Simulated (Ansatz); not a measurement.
The calculation used DFT PBE, scalar-relativistic, plane waves, PAW (Ansatz). Settings: cutoff 420 eV, Γ-centred meshes spaced at most about 0.3 Å⁻¹, and about 0.25 Å⁻¹ or finer for metals (2π included), Gaussian smearing. No spin polarisation.

Each guess is relaxed in cell and atoms at zero pressure, on a coarse mesh first where it starts far from rest and then on a converged one. The steps can't lower the symmetry of the start, but it can rise. Energies are static (0 K, no zero-point motion).

Two unrelaxed guesses for WSe₄:

A.

```
W Se
1.0
     5.38085    0.00000    0.00000
     0.00000    5.38085    0.00000
     0.00000    0.00000    5.38085
W Se
1 4
Direct
  0.50000 0.50000 0.50000
  0.00000 0.00000 0.00000
  0.00000 0.50000 0.50000
  0.50000 0.00000 0.50000
  0.50000 0.50000 0.00000
```

B.

```
W Se
1.0
     5.22065    0.00000    0.00000
     0.00000    5.22065    0.00000
     0.00000    0.00000    5.22065
W Se
1 4
Direct
  0.00000 0.00000 0.00000
  0.25000 0.25000 0.25000
  0.75000 0.75000 0.25000
  0.25000 0.75000 0.75000
  0.75000 0.25000 0.75000
```

Task: Which guess leads to the lower structure, and by how much?

Result: B ends lower, by 297 meV/atom. A: Pm-3m at 31.2 Å³/atom → Pm-3m at 23.6 Å³/atom; B: P-43m at 28.5 Å³/atom → P-43m at 32.6 Å³/atom. Counting Se atoms around W (those within 1.25 times the shortest such distance or 1.15 times the sum of covalent radii), the end of A has W 6 and the end of B has W 4. End of A. Conventional cell: a = 4.907 Å. W has 6 Se at 2.45 Å; Se on a site of symmetry 4/mmm is surrounded by 2 W at 2.45 Å and 12 Se at 3.47 Å; Se on a site of symmetry m-3m is surrounded by 12 Se at 3.47 Å (long contacts). End of B. Conventional cell: a = 5.460 Å. W is surrounded by 4 Se at 2.32 Å; Se is surrounded by 1 W at 2.32 Å.

Ends held by symmetry can be saddle points. Even the lowest of the cells shown lies +0.15 eV/atom against the elements. No dispersion correction is applied, so the spacing and binding between layers, chains or molecules are poorly described (P-43m), and this can change margins and order among such cells. Spin–orbit coupling, which can matter for W, is left out. Some structure types and database cells were kept out of the candidates from the start, so a known form may be missing.
